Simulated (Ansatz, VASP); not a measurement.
# Two plane-wave programs on WS2

File INCAR:

```
  PREC = Accurate
  ENCUT = 520
  EDIFF = 1E-7
  ISMEAR = 0
  SIGMA = 0.02
  LREAL = F
  LASPH = T
  NELM = 60
  ALGO = Normal
  ISIF = 2
  LWAVE = F
  LCHARG = F
  GGA = PE
  NBANDS = 20
```

KPOINTS

```
Automatic mesh
0
Gamma
  12 12 2
```

File POSCAR:

```
WS2
1.0
    3.0668723159      0.0000000000      0.0000000000
   -1.5334361580      2.7470256750      0.0000000000
    0.0000000000      0.0000000000     16.4317207008
W S
1 2
Direct
    0.3211576203      0.6423152506      0.0000000000
    0.6727545248      0.3455090397      0.9106506370
    0.6727545248      0.3455090397      0.0893493630
```

Input for Ansatz:

```yaml
crystal:
  lattice:
    - [3.0668723159, 0.0, 0.0]
    - [-1.533436158, 2.747025675, 0.0]
    - [0.0, 0.0, 16.4317207008]
  atoms:
    - { symbol: W, position: [0.3211576203, 0.6423152506, 0.0] }
    - { symbol: S, position: [0.6727545248, 0.3455090397, 0.910650637] }
    - { symbol: S, position: [0.6727545248, 0.3455090397, 0.089349363] }
basis:
  ecutwfc: 420
kpoints:
  mp_grid: { grid: [12, 12, 2] }
hamiltonian:
  xc: pbe
scf:
  occupations: { method: gaussian, width: 0.02 }
output:
  forces: true
  stress: true
  eigenvalues: true
  populations: true
```

Alike in both runs: task single point; functional PBE; k mesh 12 × 12 × 2; occupations gaussian, width 0.02 eV; no spin polarisation.

|  | VASP | Ansatz |
| --- | --- | --- |
| version | VASP 6.6.1 | Ansatz 0.2.0 |
| potentials or method | VASP PAW PBE potentials, release 64 (W_sv, S) | scalar-relativistic, plane waves, PAW |
| plane-wave cutoff (eV) | 520 | 420 |
| valence electrons in the cell | 26 | 26 |

```tsv
	VASP	Ansatz	Ansatz less VASP
gap on the k mesh at the Fermi level (eV)	1.51	1.49	-0.018
least direct gap on the mesh (eV)	1.74	1.74	-0.005
rms of the force components (eV/Å)	2.017	2.019	+0.0022
```

Atom by atom the forces differ by 0.003 eV/Å (rms over components).

Caveats: spin-orbit coupling is left out, which moves the levels of the heavy elements.
